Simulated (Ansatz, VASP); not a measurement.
# Sn3Se in VASP and in Ansatz

The input INCAR:

```
SYSTEM = Sn3Se
ALGO     = Normal         ! electronic algorithm
EDIFF    = 1E-7           ! SCF threshold, eV
ENCUT    = 520            ! plane-wave cutoff, eV
GGA      = PS             ! functional
ISIF     = 2              ! what is computed and relaxed
ISMEAR   = -1             ! smearing method
LASPH    = .TRUE.         ! aspherical terms in the spheres
LCHARG   = .FALSE.        ! write CHGCAR
LREAL    = .FALSE.        ! projectors in reciprocal space
LWAVE    = .FALSE.        ! write WAVECAR
NBANDS   = 32             ! bands
NELM     = 80             ! most SCF steps
PREC     = Accurate       ! precision mode
SIGMA    = 0.05           ! smearing width, eV
```

File KPOINTS:

```
k-points
0
G
  6 6 6
  0 0 0
```

The input POSCAR:

```
Sn3Se
1.0
    0.0000000000      3.7080826276      3.7080826276
    3.7080826276      0.0000000000      3.7080826276
    3.7080826276      3.7080826276      0.0000000000
Sn Se
3 1
Direct
    0.5000000000      0.5000000000      0.5000000000
    0.7500000000      0.7500000000      0.7500000000
    0.2500000000      0.2500000000      0.2500000000
    0.0000000000      0.0000000000      0.0000000000
```

File input.yaml:

```yaml
crystal:
  lattice:
    - [0.0, 3.7080826276, 3.7080826276]
    - [3.7080826276, 0.0, 3.7080826276]
    - [3.7080826276, 3.7080826276, 0.0]
  atoms:
    - { symbol: Sn, position: [0.5, 0.5, 0.5] }
    - { symbol: Sn, position: [0.75, 0.75, 0.75] }
    - { symbol: Sn, position: [0.25, 0.25, 0.25] }
    - { symbol: Se, position: [0.0, 0.0, 0.0] }
hamiltonian:
  xc: pbesol
  pseudopotentials: { kind: paw }
kpoints:
  mp_grid: { grid: [6, 6, 6] }
scf:
  occupations: { method: fermi_dirac, width: 0.05 }
output:
  forces: true
  stress: true
  eigenvalues: true
```

Change from the starting cell: volume scaled by 0.98.

Alike in both runs: task single point; functional PBEsol; k mesh 6 × 6 × 6; occupations fermi-dirac, width 0.05 eV; no spin polarisation.

|  | VASP | Ansatz |
| --- | --- | --- |
| version | VASP 6.6.1 | Ansatz 0.2.0 |
| potentials or method | VASP PAW PBE potentials, release 64 (Sn_d, Se) | Ansatz PAW |
| plane-wave cutoff (eV) | 520 | 420 |
| valence electrons in the cell | 48 | 58 |

|  | VASP | Ansatz | Ansatz less VASP |
| --- | --- | --- | --- |
| gap on the k mesh at the Fermi level (eV) | none | none | - |
| pressure (GPa) | -2.3 | -2.3 | +0.02 |

A gap of «none» marks a metal or a gap that the smearing closes. The two sets of potentials don't hold the same shells in valence.

Caveats: the PAW data sets were made with another functional, which shifts forces and pressure a little (VASP); the PAW data sets come from PBE, with cores solved anew for the run's functional, which leaves a small shift of forces and pressure (Ansatz).
